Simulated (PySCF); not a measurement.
## Pb: equation of state with PBEsol

Crystal: Pb.

```xyz
1
Lattice="0.0000 2.4750 2.4750 2.4750 0.0000 2.4750 2.4750 2.4750 0.0000" Properties=species:S:1:pos:R:3 pbc="T T T"
Pb    0.0000    0.0000    0.0000
```

```json
{
 "Program": "PySCF 2.14.0",
 "Task": "equation of state",
 "Functional": "PBEsol",
 "Potentials or basis": "DZVP-MOLOPT-SR/GTH-PBE (potentials made for PBE)",
 "k mesh": "9 × 9 × 9",
 "Occupations": "fermi-dirac, width 0.05 eV",
 "Spin": "no spin polarisation"
}
```

The equilibrium volume is 31.41 Å³/atom, the bulk modulus is 45 GPa and the pressure derivative of the bulk modulus is 4.6.

Energy against volume, from the lowest point:
| volume (Å³/atom) | energy (meV/atom) |
| --- | --- |
| 28.503 | 45.07 |
| 29.110 | 27.11 |
| 29.716 | 14.08 |
| 30.323 | 5.52 |
| 30.929 | 0.96 |
| 31.535 | 0.00 |
| 32.142 | 2.21 |

Run time: 6.8 min on 2 threads of Arm Neoverse V2, with other jobs on the host.

Caveat: the potentials were made for another functional, which shifts forces and pressure; the basis of atomic orbitals isn't converged, which shifts pressures, moduli and gaps. Spin-orbit coupling is left out, which matters for the levels of Pb.
